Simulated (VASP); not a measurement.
# Sb in VASP: single point with PBE+D3(BJ)

Aim: the single point of Sb with PBE+D3(BJ).

All numbers are computed with VASP 6.6.1; they aren't measurements. Logs are shortened: lines on timing, memory, paths and dates and some standing lists are left out, and cuts for length are marked.

## Step 1: The structure

The cell holds a slab with vacuum, 2 atoms: a = 4.045 Å, b = 4.045 Å, c = 20.530 Å, α = 90.00°, β = 90.00°, γ = 120.00°.

The cell was built by a generator and needn't be a form met in nature.

## Step 2: Single point, PBE+D3(BJ)

File INCAR:

```
  PREC = Accurate
  ENCUT = 520
  EDIFF = 1E-6
  ISMEAR = 0
  SIGMA = 0.04
  LREAL = False
  LASPH = True
  NELM = 100
  ALGO = Fast
  ISIF = 2
  LWAVE = False
  LCHARG = False
  LDIPOL = True
  IDIPOL = 3
  DIPOL = 0.5 0.5 0.590
  GGA = PE
  IVDW = 12
  NBANDS = 12
```

File KPOINTS:

```
regular mesh
0
Gamma
  12 12 1
```

File POSCAR:

```
Sb
1.0
    4.0448463384      0.0000000000      0.0000000000
   -2.0224231692      3.5029396835      0.0000000000
    0.0000000000      0.0000000000     20.5300000000
Sb
2
Direct
    0.6666666667      0.3333333333      0.5494371330
    0.3333333333      0.6666666667      0.6306047568
```

Potentials or basis: VASP PAW PBE potentials, release 64 (Sb).

The run is started by

```bash
$ cat potpaw_PBE.64/Sb/POTCAR > POTCAR
$ mpirun -np 1 vasp_std > vasp.out
```

OUTCAR:

```text
PREC = Accurate
   ENCUT = 520
   EDIFF = 1E-6
   ISMEAR = 0
   LREAL = False
   LASPH = True
   NELM = 100
   ISIF = 2
   GGA = PE
   IVDW = 12
 IVDW          = 12

 ion  position               nearest neighbor table
   1  0.667  0.333  0.549-   2 2.87   2 2.87   2 2.87
   2  0.333  0.667  0.631-   1 2.87   1 2.87   1 2.87

  LATTYP: Found a hexagonal cell.
 ALAT       =     4.0448463384
 C/A-ratio  =     5.0755945424

  Lattice vectors:

 A1 = (   4.0448463384,   0.0000000000,   0.0000000000)
 A2 = (  -2.0224231692,   3.5029396835,   0.0000000000)
 A3 = (   0.0000000000,   0.0000000000,  20.5300000000)

Analysis of symmetry for initial positions (statically):
=====================================================================
 Subroutine PRICEL returns:
 Original cell was already a primitive cell.

 Routine SETGRP: Setting up the symmetry group for a
 hexagonal supercell.

 Subroutine GETGRP returns: Found 12 space group operations
 (whereof  6 operations were pure point group operations)
 out of a pool of 24 trial point group operations.

The static configuration has the point symmetry C_3v.
 The point group associated with its full space group is D_3d.

Analysis of symmetry for dynamics (positions and initial velocities):
=====================================================================
 Subroutine PRICEL returns:
 Original cell was already a primitive cell.

 Routine SETGRP: Setting up the symmetry group for a
 hexagonal supercell.

 Subroutine GETGRP returns: Found 12 space group operations
 (whereof  6 operations were pure point group operations)
 out of a pool of 24 trial point group operations.

The dynamic configuration has the point symmetry C_3v.
 The point group associated with its full space group is D_3d.

 Subroutine INISYM returns: Found 12 space group operations
 (whereof  6 operations are pure point group operations),
 and found     1 'primitive' translations

----------------------------------------------------------------------------------------

                                     Primitive cell

  volume of cell :     290.8865

  direct lattice vectors                    reciprocal lattice vectors
     4.044846338  0.000000000  0.000000000     0.247228180  0.142737256  0.000000000
    -2.022423169  3.502939684  0.000000000     0.000000000  0.285474513  0.000000000
     0.000000000  0.000000000 20.530000000     0.000000000  0.000000000  0.048709206

  length of vectors
     4.044846338  4.044846338 20.530000000     0.285474513  0.285474513  0.048709206

  position of ions in fractional coordinates (direct lattice)
     0.666666667  0.333333333  0.549437133
     0.333333333  0.666666667  0.630604757

  ion indices of the primitive-cell ions
   primitive index   ion index
                 1           1
                 2           2

----------------------------------------------------------------------------------------

 KPOINTS: regular mesh

Automatic generation of k-mesh.
 Grid dimensions read from file:
 generate k-points for:   12   12    1

 Generating k-lattice:

  Cartesian coordinates                     Fractional coordinates (reciprocal lattice)
     0.020602348  0.011894771  0.000000000     0.083333333  0.000000000  0.000000000
     0.000000000  0.023789543  0.000000000     0.000000000  0.083333333  0.000000000
     0.000000000  0.000000000  0.048709206     0.000000000  0.000000000  1.000000000

  Length of vectors
     0.023789543  0.023789543  0.048709206

  Shift w.r.t. Gamma in fractional coordinates (k-lattice)
     0.000000000  0.000000000  0.000000000

 Subroutine IBZKPT returns following result:
 ===========================================

 Found     19 irreducible k-points:

 Following reciprocal coordinates:
            Coordinates               Weight
  0.000000  0.000000  0.000000      1.000000
  0.083333  0.000000  0.000000      6.000000
  0.166667  0.000000  0.000000      6.000000
  0.250000  0.000000  0.000000      6.000000
  0.333333  0.000000  0.000000      6.000000
  0.416667  0.000000  0.000000      6.000000
[... 11 lines left out ...]
  0.333333  0.250000  0.000000     12.000000
  0.333333  0.333333  0.000000      2.000000
   k-points           NKPTS =     19   k-points in BZ     NKDIM =     19   number of bands    NBANDS=     12
   number of dos      NEDOS =    301   number of ions     NIONS =      2
   total plane-waves  NPLWV = 144000
   dimension x,y,z NGX =    30 NGY =   30 NGZ =  160
   dimension x,y,z NGXF=    60 NGYF=   60 NGZF=  320
   ions per type =               2
   NGX,Y,Z   is equivalent  to a cutoff of  12.33, 12.33, 12.96 a.u.
   NGXF,Y,Z  is equivalent  to a cutoff of  24.66, 24.66, 25.91 a.u.
 SYSTEM =  unknown system
   PREC   = accura    normal or accurate (medium, high low for compatibility)
   ISTART =      0    job   : 0-new  1-cont  2-samecut
   ICHARG =      2    charge: 1-file 2-atom 10-const
   ISPIN  =      1    spin polarized calculation?
   LNONCOLLINEAR =      F non collinear calculations
   LSORBIT =      F    spin-orbit coupling
   LASPH  =      T    aspherical Exc in radial PAW
   ENCUT  =  520.0 eV  38.22 Ry    6.18 a.u.   7.52  7.52 38.17*2*pi/ulx,y,z
   NELM   =    100;   NELMIN=  2; NELMDL= -5     # of ELM steps
   EDIFF  = 0.1E-05   stopping-criterion for ELM
   LREAL  =      F    real-space projection
   EDIFFG = 0.1E-04   stopping-criterion for IOM
   NSW    =      0    number of steps for IOM
   IBRION =     -1    ionic relax: 0-MD 1-quasi-New 2-CG
   NFREE  =      0    steps in history (QN), initial steepest desc. (CG)
   ISIF   =      2    stress and relaxation
   ISYM   =      2    0-nonsym 1-usesym 2-fastsym
   POTIM  = 0.5000    time-step for ionic-motion
   TEBEG  =    0.0;   TEEND  =   0.0 temperature during run
   PSTRESS=    0.0 pullay stress
   NELECT =      10.0000    total number of electrons
   NUPDOWN=      -1.0000    fix difference up-down
   EMIN   =  10.00;   EMAX   =-10.00  energy-range for DOS
   EFERMI =   0.00;   METHOD = LEGACY
   ISMEAR =     0;   SIGMA  =   0.04  broadening in eV -4-tet -1-fermi 0-gaus
   EFERMI_NEDOS =   21; number of points for ismear=-14 and -15
   IALGO  =     68    algorithm
   IMIX   =      4    mixing-type and parameters
     AMIX     =   0.40;   BMIX     =  1.00
     AMIX_MAG =   1.60;   BMIX_MAG =  1.00
  volume/ion in A,a.u.               =     145.44       981.50
  Fermi-wavevector in a.u.,A,eV,Ry     =   0.532313  1.005925  3.855306  0.283357
  Thomas-Fermi vector in A             =   1.555741
   LORBIT       =      0    0 simple, 1 ext, 2 COOP (PROOUT), +10 PAW based schemes
   GGA     = PE    functional components
   LHFCALC =     F    Hartree Fock is set to
   AEXX    =    0.0000 exact exchange contribution
   IVDW    =    12    specifies the selected vdW correction
   LEPSILON=     F    determine dielectric tensor
   LRPA    =     F    only Hartree local field effects (RPA)
 non-spin polarized calculation
 RMM-DIIS sequential band-by-band and
 Gauss-broadening in eV      SIGMA  =   0.04
  energy-cutoff  :      520.00
  volume of cell :      290.89
 maximum number of plane-waves:      7881
   NGX = 15   NGY = 15   NGZ = 77

 number of electron      10.0000000 magnetization

 dipolmoment           0.000000      0.000000      0.000006 electrons x Angstroem

 number of electron       9.9999999 magnetization

 dipolmoment           0.000000      0.000000     -0.000002 electrons x Angstroem

 Free energy of the ion-electron system (eV)
  ---------------------------------------------------
  ext. energy  EPLUGINS =         0.00000000
  ---------------------------------------------------
  free energy    TOTEN  =        -8.09491380 eV

  energy without entropy =       -8.09491380  energy(sigma->0) =       -8.09491380

 E-fermi :  -2.0431     XC(G=0):  -2.6625

 val. band max:       -2.2700441100   @ k =   0.0000   0.0000   0.0000
 cond. band min:      -1.1743318655   @ k =   0.3333   0.0000   0.0000
 fundamental gap:      1.0957122445
 Fermi energy:        -2.0431117362

 k-point     1 :       0.0000    0.0000    0.0000
  band No.  band energies     occupation
      1     -13.8805      2.00000
      2      -8.8326      2.00000
      3      -3.1888      2.00000
      4      -2.2700      2.00000
      5      -2.2700      2.00000
      6      -0.6078      0.00000
      7       0.5028      0.00000
      8       0.5028      0.00000
      9       1.8260      0.00000
     10       2.0577      0.00000
     11       2.8369      0.00000
     12       3.3679      0.00000

 k-point     2 :       0.0833    0.0000    0.0000
  band No.  band energies     occupation
      1     -13.8030      2.00000
      2      -8.8193      2.00000
      3      -3.1491      2.00000
      4      -3.0387      2.00000
      5      -2.4538      2.00000
      6      -0.1452      0.00000
      7       0.4259      0.00000
      8       0.6721      0.00000
      9       1.9419      0.00000
     10       2.1448      0.00000
     11       2.9182      0.00000
     12       3.4568      0.00000

 k-point     3 :       0.1667    0.0000    0.0000
  band No.  band energies     occupation
      1     -13.5729      2.00000
      2      -8.8134      2.00000
      3      -4.1912      2.00000
      4      -3.0604      2.00000
      5      -2.8578      2.00000
      6      -0.5636      0.00000
      7       0.9875      0.00000
      8       1.0308      0.00000
      9       2.1984      0.00000
     10       2.4144      0.00000
     11       3.1375      0.00000
     12       3.6837      0.00000

 k-point     4 :       0.2500    0.0000    0.0000
  band No.  band energies     occupation
      1     -13.1989      2.00000
      2      -8.9283      2.00000
      3      -5.1090      2.00000
      4      -3.2832      2.00000
      5      -3.0495      2.00000
      6      -1.0604      0.00000
      7       1.1133      0.00000
      8       1.1877      0.00000
      9       2.4252      0.00000
     10       2.8050      0.00000
     11       3.4730      0.00000
     12       3.9778      0.00000

 k-point     5 :       0.3333    0.0000    0.0000
  band No.  band energies     occupation
      1     -12.7041      2.00000
      2      -9.3084      2.00000
      3      -5.5564      2.00000
      4      -3.6282      2.00000
      5      -3.3136      2.00000
      6      -1.1743      0.00000
      7       0.6520      0.00000
      8       1.2278      0.00000
      9       2.9068      0.00000
     10       3.0459      0.00000
     11       3.7229      0.00000
     12       4.3840      0.00000
[... 153 lines left out ...]
      1     -11.6122      2.00000
      2     -10.3467      2.00000
      3      -5.6272      2.00000
      4      -4.5734      2.00000
      5      -3.9768      2.00000
      6      -0.4755      0.00000
      7       0.5968      0.00000
      8       0.8048      0.00000
      9       3.0512      0.00000
     10       4.7235      0.00000
     11       4.8962      0.00000
     12       5.0327      0.00000

 k-point    17 :       0.2500    0.2500    0.0000
  band No.  band energies     occupation
      1     -11.9701      2.00000
      2      -9.9201      2.00000
      3      -5.5188      2.00000
      4      -5.0388      2.00000
      5      -3.5346      2.00000
      6      -0.5056      0.00000
      7       0.2681      0.00000
      8       1.5584      0.00000
      9       3.8190      0.00000
     10       3.8984      0.00000
     11       4.3835      0.00000
     12       4.4780      0.00000

 k-point    18 :       0.3333    0.2500    0.0000
  band No.  band energies     occupation
      1     -11.4433      2.00000
      2     -10.4361      2.00000
      3      -5.8655      2.00000
      4      -4.6608      2.00000
      5      -3.9404      2.00000
      6      -0.8416      0.00000
      7       0.7455      0.00000
      8       1.3036      0.00000
      9       3.9390      0.00000
     10       4.4084      0.00000
     11       4.6964      0.00000
     12       5.1899      0.00000

 k-point    19 :       0.3333    0.3333    0.0000
  band No.  band energies     occupation
      1     -10.9254      2.00000
      2     -10.9254      2.00000
      3      -6.0463      2.00000
      4      -4.2914      2.00000
      5      -4.2914      2.00000
      6      -1.0569      0.00000
      7       1.1432      0.00000
      8       1.1432      0.00000
      9       4.1648      0.00000
     10       5.0524      0.00000
     11       5.0524      0.00000
     12       5.5178      0.00000

------------------------ aborting loop because EDIFF is reached ----------------------------------------

 vacuum level on the upper side and lower side of the slab       (xc-potential included)        -0.103        -0.105

 Edisp (eV)   -0.47915

 E8    (eV) :    -0.2382

  FORCE on cell =-STRESS in cart. coord.  units (eV):
  Direction    XX          YY          ZZ          XY          YZ          ZX
  --------------------------------------------------------------------------------------
  -------------------------------------------------------------------------------------
  Total       0.18255     0.18255     0.02427     0.00000     0.00000     0.00000
  in kB       1.00544     1.00544     0.13365     0.00000     0.00000     0.00000
  external pressure =        0.71 kB  Pullay stress =        0.00 kB

 VOLUME and BASIS-vectors are now :
 -----------------------------------------------------------------------------
  energy-cutoff  :      520.00
  volume of cell :      290.89
      direct lattice vectors                 reciprocal lattice vectors
     4.044846338  0.000000000  0.000000000     0.247228180  0.142737256  0.000000000
    -2.022423169  3.502939684  0.000000000     0.000000000  0.285474513  0.000000000
     0.000000000  0.000000000 20.530000000     0.000000000  0.000000000  0.048709206

 POSITION                                       TOTAL-FORCE (eV/Angst)
 -----------------------------------------------------------------------------------
      2.02242      1.16765     11.27994         0.000000      0.000000     -0.017756
     -0.00000      2.33529     12.94632        -0.000000     -0.000000      0.017756
 -----------------------------------------------------------------------------------
    total drift:                               -0.000000     -0.000000     -0.000006

  FREE ENERGIE OF THE ION-ELECTRON SYSTEM (eV)
  ---------------------------------------------------
  free  energy   TOTEN  =        -8.5740662411 eV

  energy  without entropy=       -8.5740662411  energy(sigma->0) =       -8.57406624

 vacuum level on the upper side and lower side of the slab         2.285         2.285
```

Run time: 65 s. Hardware: 1 thread of AMD EPYC 9R45 (Zen 5), shared host; peak memory 0.34 GiB.

What came out:

```
Free energy                : -8.5741 eV
Largest force              : 0.018 eV/Å
Band gap on the k mesh     : 1.10 eV, indirect (least direct gap 1.66 eV)
Dispersion energy per atom : -0.240 eV
```

Forces on the atoms (eV/Å):
```
Sb   0.000  0.000 -0.018
Sb   0.000  0.000  0.018
```

Caveat: spin-orbit coupling is left out, which moves the levels of the heavy elements. PBE gaps usually lie below the measured ones, often by a third to a half.
